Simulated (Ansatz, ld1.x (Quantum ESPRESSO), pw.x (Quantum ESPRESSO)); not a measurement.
Equation-of-state test of one PAW potential (cobalt (Co))

```
Element                 : Co (Z = 27)
Generator               : ld1.x (Quantum ESPRESSO) 7.5
Type                    : PAW
Functional              : PBE
Relativity              : scalar-relativistic
Frozen core             : [Ne]
Valence charge          : 17
Reference configuration : 3s2 3p6 3d7 4s2 4p0
Partial waves           : 3s (bound): rcut 1.10, rcutus 1.25 bohr; 4s (bound): rcut 1.10, rcutus 1.25 bohr; 3p (bound): rcut 1.20, rcutus 1.60 bohr; 4p (bound, empty): rcut 1.20, rcutus 1.60 bohr; 3d (bound): rcut 1.55, rcutus 1.95 bohr; 3d channel at 1.35 Ry: rcut 1.55, rcutus 1.95 bohr
Local potential         : all-electron potential smoothed inside 1.70 bohr (lloc = -1)
Core correction         : none
Augmentation charge     : BESSEL, radius 1.20 bohr
```

Crystal test: diamond Co in pw.x 7.5, no spin, 9³ k-points, Fermi–Dirac smearing 0.01 Ry, cutoffs 85/680 Ry. The reference is all-electron LAPW (Ansatz 0.2.0) with the same functional, mesh and smearing; V0 and B0 come from Birch–Murnaghan fits to the pressures at five volumes. Errors are pseudo minus all-electron; Δ is the rms difference of the E(V) curves that follow from these fits, minima aligned, over ±6 % about the mean V0. Mesh and smearing are coarse, so the numbers serve the comparison and aren't converged zero-temperature values; the lattice is a test structure that the element need not adopt. Spin polarisation and strong correlation are left out, which matters for this element.

```json
{"V (Å³/atom)": "14.201", "P all-electron (GPa)": "7.80", "P pseudo (GPa)": "9.47"}
{"V (Å³/atom)": "14.574", "P all-electron (GPa)": "3.79", "P pseudo (GPa)": "5.30"}
{"V (Å³/atom)": "14.948", "P all-electron (GPa)": "0.32", "P pseudo (GPa)": "1.61"}
{"V (Å³/atom)": "15.322", "P all-electron (GPa)": "-2.70", "P pseudo (GPa)": "-1.47"}
{"V (Å³/atom)": "15.695", "P all-electron (GPa)": "-5.32", "P pseudo (GPa)": "-4.26"}
```

All-electron: a0 = 4.931 Å (V0 = 14.98 Å³/atom), B0 = 127.9 GPa.

Pseudopotential: mean pressure error (GPa): +1.35; a0 (Å): 4.947; a0 error (%): +0.34; B0 error (%): -0.3; Δ (meV/atom): 4.3. Atomic configuration tests: test run stopped at test 2 of 7 (negative rho), 1 before it not solved.

Problem. At the middle volume, how do free energy and pressure move when the wave cutoff is lowered (ecutrho held at 680 Ry)?

Solution.

| cutoff (Ry) | shift of F (meV/atom) | shift of P (GPa) |
| --- | --- | --- |
| 38 | +901.6 | -17.08 |
| 51 | +100.5 | -5.10 |
| 68 | +20.9 | -0.48 |

The run at the middle volume (35 k-points, 10 iterations) took about 50 s on one core of a shared host (Neoverse-V2, 192 threads, 742 GiB, load 62).
